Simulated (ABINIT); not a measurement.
# CsSnBr3 (Pm-3m) in ABINIT: single point with PBE

Aim: the single point of CsSnBr3 with PBE.

Program: ABINIT 10.8.3 (patched build). These are calculated values, not measurements. Logs are shortened: lines on timing, memory, paths and dates and some standing lists are left out, and cuts for length are marked. The log counts tension as positive stress, the text compression.

**Measured values to compare with.**

From “Influence of hidden halogen mobility on local structure of CsSn(Cl1−xBrx)3 mixed-halide perovskites by solid-state NMR”, 2020, pmc:8179406, for a powder of CsSnBr3 at 300 K: band gap 1.79 eV (optical).

The results are compared with them further down.

## 1. Starting point

The structure is cubic, space group Pm-3m (No. 221). Conventional cell: a = 5.839 Å, b = 5.839 Å, c = 5.839 Å, α = 90.00°, β = 90.00°, γ = 90.00°. Cs (site symmetry m-3m) has 12 Br at 4.13 Å as nearest neighbours. Sn (site symmetry m-3m) is surrounded by 6 Br at 2.92 Å. Br (site symmetry 4/mmm) is surrounded by 2 Sn at 2.92 Å.

The cell is a database's computed one.

## 2. Single point, PBE

run.abi

```
# Pseudopotentials
pp_dirpath "./"
pseudos "Cs.GGA_PBE-JTH.xml, Sn.GGA_PBE-JTH.xml, Br.GGA_PBE-JTH.xml"

# Structure
acell 3*1.0
rprim
    11.0341214431     0.0000000000     0.0000000000
     0.0000000000    11.0341214431     0.0000000000
     0.0000000000     0.0000000000    11.0341214431
ntypat 3
znucl 55 50 35
natom 5
typat 1 2 3 3 3
xred
     0.0000000000     0.0000000000     0.0000000000
     0.5000000000     0.5000000000     0.5000000000
     0.0000000000     0.5000000000     0.5000000000
     0.5000000000     0.5000000000     0.0000000000
     0.5000000000     0.0000000000     0.5000000000

# Plane-wave basis
ecut 22.0
pawecutdg 44.0

# k points
kptopt 1
ngkpt 4 4 4
nshiftk 1
shiftk 0.0 0.0 0.0

# Exchange and correlation
ixc 11

# Bands and occupations
nband 27
occopt 3
tsmear 0.05 eV

# SCF cycle
nstep 100
tolvrs 1.0e-9

# Output
iomode 3
prtwf 0
prtden 0
prteig 0
prtebands 0
enunit 1
prtvol 2
```

Potentials or basis: JTH PAW PBE v2.0.

On the command line:

```console
> abinit run.abi > log 2>&1
```

run.abo:

```text
.Version 10.8.3 of ABINIT
 Symmetries : space group Pm -3 m (#221); Bravais cP (primitive cubic)
================================================================================
 Values of the parameters that define the memory need of the present run
     intxc =       0    ionmov =       0      iscf =      17    lmnmax =      18
     lnmax =       6     mgfft =      48  mpssoang =       3    mqgrid =    3295
     natom =       5  nloc_mem =       2    nspden =       1   nspinor =       1
    nsppol =       1      nsym =      48    n1xccc =       1    ntypat =       3
    occopt =       3   xclevel =       2
       mpw =        6655          nfft =      110592          nkpt =          10
 PAW method is used; the additional fine FFT grid is defined by:
   mgfftf=        72    nfftf =    373248
================================================================================
================================================================================

--------------------------------------------------------------------------------
------------- Echo of variables that govern the present computation ------------
--------------------------------------------------------------------------------
 -outvars: echo values of preprocessed input variables --------
            acell      1.0000000000E+00  1.0000000000E+00  1.0000000000E+00 Bohr
              amu      1.32905430E+02  1.18710000E+02  7.99040000E+01
             ecut      2.20000000E+01 Hartree
           enunit           1
              ixc          11
         kptrlatt        4    0    0      0    4    0      0    0    4
          kptrlen      4.41364858E+01
            natom           5
            nband          27
            ngfft          48      48      48
          ngfftdg          72      72      72
             nkpt          10
            nstep         100
             nsym          48
           ntypat           3
           occopt           3
        pawecutdg      4.40000000E+01 Hartree
         pawxcdev           0
           prtden           0
        prtebands           0
           prteig           0
           prtvol           2
            prtwf           0
            rprim      1.1034121443E+01  0.0000000000E+00  0.0000000000E+00
                       0.0000000000E+00  1.1034121443E+01  0.0000000000E+00
                       0.0000000000E+00  0.0000000000E+00  1.1034121443E+01
          spgroup         221
           tolvrs      1.00000000E-09
           tsmear      1.83746611E-03 Hartree
            typat      1  2  3  3  3
           useylm           1
           xangst      0.0000000000E+00  0.0000000000E+00  0.0000000000E+00
                       2.9195028030E+00  2.9195028030E+00  2.9195028030E+00
                       0.0000000000E+00  2.9195028030E+00  2.9195028030E+00
                       2.9195028030E+00  2.9195028030E+00  0.0000000000E+00
[... 286 lines left out ...]
 -14.22035   -8.02674   -8.02674   -8.00983   -7.44938   -3.09216   -2.80102   -2.57616
  -2.57616   -2.23315   -1.72028   -1.72028   -1.44702    0.26324    1.82018    1.82018
   3.45086    5.23307    5.62285
 kpt#  10, nband= 27, wtk=  0.01563, kpt=  0.5000  0.5000  0.5000 (reduced coord)
 -21.20982  -21.14360  -21.14360  -21.12753  -21.12753  -21.12753  -14.21802  -14.21802
 -14.21802   -8.04051   -8.04051   -8.04051   -7.72972   -2.69744   -2.69744   -2.69744
  -2.22978   -2.22978   -1.44038   -1.44038   -1.44038    1.05534    1.54915    1.54915
   1.54915    4.79039    5.40121
 Total charge density [el/Bohr^3]
)     Maximum=    4.3931E+00  at reduced coord.    0.5000    0.5000    0.5000
)Next maximum=    4.1852E+00  at reduced coord.    0.5000    0.5000    0.5139
)     Minimum=   -7.5734E-03  at reduced coord.    0.5000    0.5000    0.0000
)Next minimum=   -7.5734E-03  at reduced coord.    0.5000    0.0000    0.5000
   Integrated=    4.4000E+01

--- !EnergyTerms
iteration_state     : {dtset: 1, }
comment             : Components of total free energy in Hartree
kinetic             :  3.13699033993148E+01
hartree             :  4.62801761266885E+01
xc                  : -3.76670310259039E+01
Ewald energy        : -8.39652105427934E+01
psp_core            :  5.51493091097493E+00
local_psp           : -1.24263646841847E+02
PAW spherical_terms :  3.15345955872391E+01
internal            : -1.31196282386327E+02
'-kT*entropy'       : -8.54610374097381E-06
total_energy        : -1.31196290932430E+02
total_energy_eV     : -3.57003294660246E+03
...

--- !EnergyTermsDC
iteration_state     : {dtset: 1, }
comment             : '"Double-counting" decomposition of free energy'
band_energy         : -1.62397322752225E+01
Ewald energy        : -8.39652105427934E+01
psp_core            :  5.51493091097493E+00
xc_dc               : -6.09328056147893E+01
PAW spherical_terms :  2.44265385713799E+01
internal            : -1.31196278950450E+02
'-kT*entropy'       : -8.54610374097381E-06
total_energy_dc     : -1.31196287496554E+02
total_energy_dc_eV  : -3.57003285310750E+03
...

--- !EnergyTermsWithPAWCore
iteration_state     : {dtset: 1, }
comment             : 'Components of total free energy, including PAW core contributions'
Total energy        : -2.17839426549078E+04
Total energy DC     : -2.17839426514719E+04
Total energy (eV)   : -5.92771277542997E+05
Total energy DC (eV): -5.92771277449502E+05
...

 Cartesian components of stress tensor (hartree/bohr^3)
  sigma(1 1)= -2.36938486E-05  sigma(3 2)=  0.00000000E+00
  sigma(2 2)= -2.36938486E-05  sigma(3 1)=  0.00000000E+00
  sigma(3 3)= -2.36938486E-05  sigma(2 1)=  0.00000000E+00

-Cartesian components of stress tensor (GPa)         [Pressure=  6.9710E-01 GPa]
- sigma(1 1)= -6.97097094E-01  sigma(3 2)=  0.00000000E+00
- sigma(2 2)= -6.97097094E-01  sigma(3 1)=  0.00000000E+00
- sigma(3 3)= -6.97097094E-01  sigma(2 1)=  0.00000000E+00

== END DATASET(S) ==============================================================
================================================================================

 -outvars: echo values of variables after computation  --------
            acell      1.0000000000E+00  1.0000000000E+00  1.0000000000E+00 Bohr
           etotal     -1.3119628750E+02
            fcart     -0.0000000000E+00 -0.0000000000E+00 -0.0000000000E+00
                      -0.0000000000E+00 -0.0000000000E+00 -0.0000000000E+00
                      -0.0000000000E+00 -0.0000000000E+00 -0.0000000000E+00
                      -0.0000000000E+00 -0.0000000000E+00 -0.0000000000E+00
                      -0.0000000000E+00 -0.0000000000E+00 -0.0000000000E+00
            rprim      1.1034121443E+01  0.0000000000E+00  0.0000000000E+00
                       0.0000000000E+00  1.1034121443E+01  0.0000000000E+00
                       0.0000000000E+00  0.0000000000E+00  1.1034121443E+01
           strten     -2.3693848641E-05 -2.3693848641E-05 -2.3693848641E-05
                       0.0000000000E+00  0.0000000000E+00  0.0000000000E+00
           xangst      0.0000000000E+00  0.0000000000E+00  0.0000000000E+00
                       2.9195028030E+00  2.9195028030E+00  2.9195028030E+00
                       0.0000000000E+00  2.9195028030E+00  2.9195028030E+00
                       2.9195028030E+00  2.9195028030E+00  0.0000000000E+00
                       2.9195028030E+00  0.0000000000E+00  2.9195028030E+00
             xred      0.0000000000E+00  0.0000000000E+00  0.0000000000E+00
                       5.0000000000E-01  5.0000000000E-01  5.0000000000E-01
                       0.0000000000E+00  5.0000000000E-01  5.0000000000E-01
                       5.0000000000E-01  5.0000000000E-01  0.0000000000E+00
                       5.0000000000E-01  0.0000000000E+00  5.0000000000E-01
 Calculation completed.
```

It took 60 s on 1 thread of Arm Neoverse V2, shared host; peak memory 0.24 GiB.

Results:

- Free energy: -3570.0329 eV
- Pressure: 0.7 GPa
- Band gap on the k mesh: 0.49 eV, direct
- Valence electrons inside the program's atomic spheres: Cs 5.36; Sn 11.73; Br 4.93

Levels at points of the mesh, in eV from the valence-band top:
| k point | band 19 | band 20 | band 21 | band 22 | band 23 | band 24 | band 25 | band 26 |
| --- | --- | --- | --- | --- | --- | --- | --- | --- |
| (0.00, 0.00, 0.00) | -2.99 | -2.86 | -2.86 | -2.86 | 2.25 | 3.29 | 3.29 | 3.94 |
| (0.50, 0.00, 0.00) | -3.13 | -2.98 | -2.98 | -1.99 | 1.48 | 3.68 | 4.32 | 4.33 |
| (0.50, 0.50, 0.00) | -3.25 | -3.25 | -2.51 | -0.97 | 1.02 | 1.02 | 3.93 | 4.40 |
| (0.50, 0.50, 0.50) | -2.50 | -2.50 | -2.50 | 0.00 | 0.49 | 0.49 | 0.49 | 3.74 |

Caveat: spin-orbit coupling is left out, which moves the levels of the heavy elements.

## 3. How close it comes

Step 2. Measured gap of CsSnBr3: 1.79 eV (optical; 300 K; powder; “Influence of hidden halogen mobility on local structure of CsSn(Cl1−xBrx)3 mixed-halide perovskites by solid-state NMR”, 2020, pmc:8179406). This calculation gives 0.49 eV (-1.30 eV). So large a miss can be the level of theory's own, or it may mean another phase, state or a wrong row. Spin-orbit coupling on Br, Cs, Sn is left out. The value is that of PBE on a finite k mesh, which can miss the band edges, without temperature or zero-point motion. Semilocal functionals fall short of measured gaps as a rule. The cell is a database's relaxed one, not the measured one, which moves gaps too.
